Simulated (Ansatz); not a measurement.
# InP: band gap under strain

Aim: follow the gap of zincblende InP through these states: +2.0 % biaxial strain in x and y, free along z; +3.0 % biaxial strain in x and y, free along z; +4.0 % biaxial strain in x and y, free along z. The table at the end shows which levels were run.

Program: Ansatz 0.2.0. PAW datasets, plane waves. Calculated at 0 K for a non-magnetic cell.

### 1 The structure to begin with

The unstrained cell was relaxed with r2SCAN; in each strained cell the atoms were relaxed again with r2SCAN. Names of k-points are those of the unstrained zone, where strain can split equivalent points. First state: +2.0 % biaxial strain in x and y, free along z.

It is tetragonal, I-4m2 (No. 119); a = 4.261 Å, c = 5.774 Å in the conventional setting, 26.21 Å³ an atom. Near In stand 4 P at 2.57 Å; near P stand 4 In at 2.57 Å.

As a file:

```xyz
2
Lattice="0.0000 3.0129 2.8871 3.0129 0.0000 2.8871 3.0129 3.0129 0.0000" Properties=species:S:1:pos:R:3 pbc="T T T"
In    0.0000    0.0000    0.0000
P     1.5064    1.5064    1.4436
```

From earlier runs on the unstrained cell: PBE 0.59 eV, r2SCAN 1.02 eV, HSE06 1.36 eV, r2SCAN+SOC 1.00 eV, G0W0 1.03 eV (on its mesh); a = 5.908 Å.

### 2 +2.0 % biaxial strain in x and y, free along z: PBE

input.yaml reads:

```yaml
crystal:
  lattice:
    - [0.0, 3.0128633875, 2.8871300864]
    - [3.0128633875, 0.0, 2.8871300864]
    - [3.0128633875, 3.0128633875, 0.0]
  atoms:
    - { symbol: In, position: [0.0, 0.0, 0.0] }
    - { symbol: P, position: [0.25, 0.25, 0.25] }
kpoints:
  mp_grid: { grid: [8, 8, 8] }
  band_path:
    path:
      - [0.0, 0.0, 0.0]
      - [-0.5, -0.5, 0.0]
      - [-0.375, -0.375, 0.25]
      - [-0.375, 0.0, 0.375]
      - [0.0, 0.0, 0.5]
      - [-0.5, -0.25, 0.25]
    npoints: 1
hamiltonian:
  xc: pbe
scf:
  occupations: { method: fermi_dirac, width: 0.02 }
  n_extra_bands: 4
output:
  forces: true
  stress: true
  eigenvalues: true
```

The run is started by

```
> ansatz run input.yaml --threads 2 --pin off --max-ram 29491MiB --backend cpu --events-out ev --progress --plain --runs-dir out
```

Further steps of the session: +2.0 % biaxial strain in x and y, free along z: r2SCAN; +2.0 % biaxial strain in x and y, free along z: HSE06; +2.0 % biaxial strain in x and y, free along z: r2SCAN+SOC; +2.0 % biaxial strain in x and y, free along z: r2SCAN; +2.0 % biaxial strain in x and y, free along z: G0W0@PBE; +3.0 % biaxial strain in x and y, free along z: PBE; +3.0 % biaxial strain in x and y, free along z: r2SCAN; +3.0 % biaxial strain in x and y, free along z: HSE06; +3.0 % biaxial strain in x and y, free along z: r2SCAN+SOC; +4.0 % biaxial strain in x and y, free along z: PBE; +4.0 % biaxial strain in x and y, free along z: r2SCAN; +4.0 % biaxial strain in x and y, free along z: HSE06; +4.0 % biaxial strain in x and y, free along z: r2SCAN+SOC.

Q: Predict the outcome of this session.

The runs gave:

Least gap in eV (negative: overlap), with the change from the unstrained cell in brackets. G0W0 is on its own coarse mesh.

```
                                         state  volume change (%)           PBE        r2SCAN         HSE06          G0W0
+2.0 % biaxial strain in x and y, free along z               +1.7  0.36 (-0.23)  0.79 (-0.23)  1.12 (-0.24)  0.78 (-0.25)
+3.0 % biaxial strain in x and y, free along z               +2.5  0.26 (-0.33)  0.68 (-0.34)  1.00 (-0.36)             –
+4.0 % biaxial strain in x and y, free along z               +3.2  0.16 (-0.43)  0.58 (-0.44)  0.89 (-0.47)             –
```

In words: The largest move of the HSE06 gap in the table is -0.472 eV, under +4.0 % biaxial strain in x and y, free along z. PBE and HSE06 differ by 0.77 eV on the unstrained gap, and by at most 0.04 eV on its change: the two disagree on the size of the gap but agree on its response to strain. Spin-orbit coupling is left out of the table, though the cell holds In (Z = 49); in an element this heavy it can shift bands and gaps by tenths of an eV. G0W0 values are finite-basis, finite-mesh values.
